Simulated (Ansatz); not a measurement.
Ge, DFT, PBE, all-electron LAPW, scalar-relativistic (Ansatz 0.2.0), run on 1 thread of Intel(R) Xeon(R) Platinum 8259CL CPU @ 2.50GHz (Skylake/Cascade Lake) on a shared host.

Structure from Materials Project entry mp-1061054 (possibly hypothetical), not relaxed further.

Command: `ansatz run input.yaml --threads 1 --pin off --max-ram 2048MiB --backend cpu --events-out ev --progress --plain --runs-dir out`

```yaml
crystal:
  lattice:
    - [-2.495898, 2.650863, 1.436947]
    - [2.495898, -2.650863, 1.436947]
    - [2.495898, 2.650863, -1.436947]
  atoms:
    - { symbol: Ge, position: [0.685943, 0.935943, 0.75] }
    - { symbol: Ge, position: [0.314057, 0.064057, 0.25] }
kpoints:
  mp_grid: { grid: [15, 15, 15] }
  band_path:
    path:
      - [0.0, 0.0, 0.0]
      - [0.5, -0.5, 0.5]
      - [0.4716251834, -0.4716251834, 0.5283748166]
      - [-0.4716251834, 0.4716251834, 0.4716251834]
      - [0.0, 0.0, 0.0]
      - [0.3234593264, 0.3234593264, -0.3234593264]
      - [0.6765406736, -0.3234593264, 0.3234593264]
      - [0.5, -0.5, 0.5]
      - [0.0, 0.0, 0.0]
    npoints: 5
scf:
  occupations: { method: fermi_dirac, width: 0.03 }
hamiltonian:
  xc: pbe
  pseudopotentials: { kind: all_electron, lapw: { basis_error: 0.0005 } }
output:
  forces: true
  stress: true
  eigenvalues: true
```

**Question.** How large is the problem that the program sets up?

**Answer.** 512 irreducible k-points, 399 plane waves at Γ, 27 bands.

**Question.** Estimate the wall time.

**Answer.** 3.3 min of wall time for 8 SCF iterations. Times on shared machines scatter by tens of per cent.

**Question.** And the same cell and mesh by PAW with the default files, asked for forces, stress, eigenvalues, efg, write_density, write_potential, elf and the same band path, on the same hardware?

**Answer.** 48 s.
